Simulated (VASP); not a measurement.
## Ge2H: relaxation of the atoms with PBEsol

The system is Ge2H, a slab with vacuum.

```xyz
36
Lattice="8.0539 0.0000 0.0000 0.0000 8.0539 0.0000 0.0000 0.0000 24.2992" Properties=species:S:1:pos:R:3 pbc="T T T"
Ge    0.0000    0.7835   15.3292
Ge    0.0000    3.2435   15.3292
Ge    4.0270    0.7835   15.3292
Ge    4.0270    3.2435   15.3292
Ge    2.0135    0.0000   14.1554
Ge    2.0135    4.0270   14.1554
Ge    6.0405    0.0000   14.1554
Ge    6.0405    4.0270   14.1554
Ge    2.0135    2.0135   12.7317
Ge    2.0135    6.0405   12.7317
Ge    6.0405    2.0135   12.7317
Ge    6.0405    6.0405   12.7317
Ge    0.0000    2.0135   11.3079
Ge    0.0000    6.0405   11.3079
Ge    4.0270    2.0135   11.3079
Ge    4.0270    6.0405   11.3079
Ge    0.0000    0.0000    9.8842
Ge    0.0000    4.0270    9.8842
Ge    4.0270    0.0000    9.8842
Ge    4.0270    4.0270    9.8842
Ge    2.0135    0.0000    8.4604
Ge    2.0135    4.0270    8.4604
Ge    6.0405    0.0000    8.4604
Ge    6.0405    4.0270    8.4604
H     2.0135    1.2293    7.5000
H     2.0135    6.8246    7.5000
H     2.0135    5.2563    7.5000
H     2.0135    2.7977    7.5000
H     6.0405    1.2293    7.5000
H     6.0405    6.8246    7.5000
H     6.0405    5.2563    7.5000
H     6.0405    2.7977    7.5000
H     0.0000    0.2835   16.7992
H     0.0000    3.7435   16.7992
H     4.0270    0.2835   16.7992
H     4.0270    3.7435   16.7992
```

| Property | Result |
| --- | --- |
| Program | VASP 6.6.1 |
| Task | relaxation of the atoms |
| Functional | PBEsol |
| Potentials or basis | VASP PAW PBE potentials, release 64 (Ge, H) |
| Cutoff | 300 eV |
| k mesh | 4 × 4 × 1 |
| Occupations | gaussian, width 0.03 eV |
| Spin | no spin polarisation |
| Atoms held fixed (from 0) | [20, 21, 22, 23, 24, 25, 26, 27, 28, 29, 30, 31] |
| Further INCAR settings | ALGO = Fast; EDIFF = 1e-07; IBRION = 2; EDIFFG = -0.005; NSW = 40 |

* Energy gained by relaxing: 9.8 meV/atom
* Ionic steps: 25
* Band gap on the k mesh: 0.94 eV

The path:
```csv
step,energy change (eV),largest force (eV/Å),pressure (GPa)
1,0.0000,0.8117,-0.01
2,-0.1478,0.4034,-0.01
3,-0.1799,0.4574,-0.01
4,-0.2544,0.3080,-0.04
5,-0.2866,0.2771,-0.06
6,-0.3223,0.2195,-0.08
7,-0.3286,0.2660,-0.09
8,-0.3411,0.2899,-0.09
9,-0.3415,0.2954,-0.09
10,-0.3460,0.3092,-0.10
11,-0.3462,0.3122,-0.11
12,-0.3486,0.3074,-0.09
13,-0.3487,0.3080,-0.09
14,-0.3503,0.2904,-0.08
15,-0.3503,0.2887,-0.08
16,-0.3506,0.2866,-0.08
17,-0.3506,0.2866,-0.08
18,-0.3509,0.2885,-0.08
19,-0.3513,0.2945,-0.08
20,-0.3515,0.2924,-0.09
21,-0.3515,0.2919,-0.09
22,-0.3516,0.2902,-0.09
23,-0.3516,0.2900,-0.09
24,-0.3516,0.2916,-0.09
25,-0.3516,0.2913,-0.09
```

Final structure:
```yaml
crystal:
  lattice:
    - [8.05395, 0.00000, 0.00000]
    - [0.00000, 8.05395, 0.00000]
    - [0.00000, 0.00000, 24.29918]
  atoms:
    - { symbol: Ge, position: [0.00000, 0.09453, 0.63274] }
    - { symbol: Ge, position: [0.00000, 0.40547, 0.63274] }
    - { symbol: Ge, position: [0.50000, 0.09453, 0.63274] }
    - { symbol: Ge, position: [0.50000, 0.40547, 0.63274] }
    - { symbol: Ge, position: [0.25000, 0.01463, 0.58087] }
    - { symbol: Ge, position: [0.25000, 0.48537, 0.58087] }
    - { symbol: Ge, position: [0.75000, 0.01463, 0.58087] }
    - { symbol: Ge, position: [0.75000, 0.48537, 0.58087] }
    - { symbol: Ge, position: [0.25000, 0.25000, 0.51656] }
    - { symbol: Ge, position: [0.25000, 0.75000, 0.52750] }
    - { symbol: Ge, position: [0.75000, 0.25000, 0.51656] }
    - { symbol: Ge, position: [0.75000, 0.75000, 0.52750] }
    - { symbol: Ge, position: [0.00000, 0.25000, 0.46026] }
    - { symbol: Ge, position: [0.00000, 0.75000, 0.46714] }
    - { symbol: Ge, position: [0.50000, 0.25000, 0.46026] }
    - { symbol: Ge, position: [0.50000, 0.75000, 0.46714] }
    - { symbol: Ge, position: [0.00000, 0.99623, 0.40530] }
    - { symbol: Ge, position: [0.00000, 0.50377, 0.40530] }
    - { symbol: Ge, position: [0.50000, 0.99623, 0.40530] }
    - { symbol: Ge, position: [0.50000, 0.50377, 0.40530] }
    - { symbol: Ge, position: [0.25000, 0.00000, 0.34818] }
    - { symbol: Ge, position: [0.25000, 0.50000, 0.34818] }
    - { symbol: Ge, position: [0.75000, 0.00000, 0.34818] }
    - { symbol: Ge, position: [0.75000, 0.50000, 0.34818] }
    - { symbol: H, position: [0.25000, 0.15263, 0.30865] }
    - { symbol: H, position: [0.25000, 0.84737, 0.30865] }
    - { symbol: H, position: [0.25000, 0.65263, 0.30865] }
    - { symbol: H, position: [0.25000, 0.34737, 0.30865] }
    - { symbol: H, position: [0.75000, 0.15263, 0.30865] }
    - { symbol: H, position: [0.75000, 0.84737, 0.30865] }
    - { symbol: H, position: [0.75000, 0.65263, 0.30865] }
    - { symbol: H, position: [0.75000, 0.34737, 0.30865] }
    - { symbol: H, position: [0.00000, 0.02831, 0.69325] }
    - { symbol: H, position: [0.00000, 0.47169, 0.69325] }
    - { symbol: H, position: [0.50000, 0.02831, 0.69325] }
    - { symbol: H, position: [0.50000, 0.47169, 0.69325] }
```

Levels at points of the mesh, in eV from the valence-band top:
| k point | band 52 | band 53 | band 54 | band 55 | band 56 | band 57 |
| --- | --- | --- | --- | --- | --- | --- |
| (0.00, 0.00, 0.00) | -0.45 | -0.26 | -0.12 | 0.94 | 1.19 | 1.45 |
| (0.50, 0.00, 0.00) | -0.94 | -0.33 | -0.33 | 1.48 | 1.48 | 1.80 |
| (0.00, 0.50, 0.00) | -0.66 | -0.19 | 0.00 | 1.32 | 1.56 | 1.72 |
| (0.50, 0.50, 0.00) | -1.19 | -0.80 | -0.80 | 1.96 | 1.96 | 2.14 |

It took 2 h on 4 MPI ranks on Intel(R) Xeon(R) Platinum 8375C CPU @ 2.90GHz (Ice Lake), with other jobs on the host, peak memory 0.97 GiB a rank.

Caveat: the cutoff is under 1.25 times the usual one of these potentials, so pressure, stress and relaxed cells hold a basis-set (Pulay) error; the PAW data sets were made with another functional, which shifts forces and pressure a little. As with any semilocal functional, this PBEsol gap is likely too small.
